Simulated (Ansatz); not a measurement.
CHF3 (SMILES FC(F)F): methods side by side

The species is CHF3 (5 atoms), meant as a singlet with charge 0. SMILES: `FC(F)F`. Geometry: relaxed at GFN2-xTB.

```xyz
5

F    -0.6677   -0.3324    1.0751
C     0.0190    0.0546    0.0068
F     1.0424   -0.7749   -0.1574
F    -0.7713   -0.0388   -1.0564
H     0.3776    1.0915    0.1320
```

Each level gives the energy change with the F1–C2 bond stretched from 1.328 to 2.655 Å (eV). The values are calculated.

```
                        level                    kind  program  value (eV)  less FCI/STO-3G  CPU time (all runs)
    SVWN5/STO-3G (restricted)                     LDA   Ansatz        5.53            +2.07                2.1 s
     BLYP/STO-3G (restricted)                     GGA   Ansatz        4.59            +1.13                2.7 s
   r2SCAN/STO-3G (restricted)                meta-GGA   Ansatz        5.26            +1.80                  6 s
    BHLYP/STO-3G (restricted)           global hybrid   Ansatz        7.08            +3.62                2.7 s
CAM-B3LYP/STO-3G (restricted)  range-separated hybrid   Ansatz        6.37            +2.91                  3 s
    wB97X/STO-3G (restricted)  range-separated hybrid   Ansatz        6.48            +3.02                 11 s
   B2PLYP/STO-3G (restricted)           double hybrid   Ansatz        5.33            +1.87                4.1 s
   CCSDTQ/STO-3G (restricted)   coupled cluster or CI   Ansatz        3.46             0.00                 92 s
                   FCI/STO-3G      exact in the basis   Ansatz        3.46             0.00                 70 s
```

FCI/STO-3G is exact within its basis and frozen core, so for wave-function methods in that basis the difference is their error; functionals converge differently with the basis, so for them it is only a difference. The first shape isn't each level's own minimum. The values span 3.46 to 7.08 eV. All rows use very small basis sets, so none should be taken for the real molecule's value. Times are those of the runs behind each value, whatever else they computed, on shared processors of several kinds: orders of magnitude only.
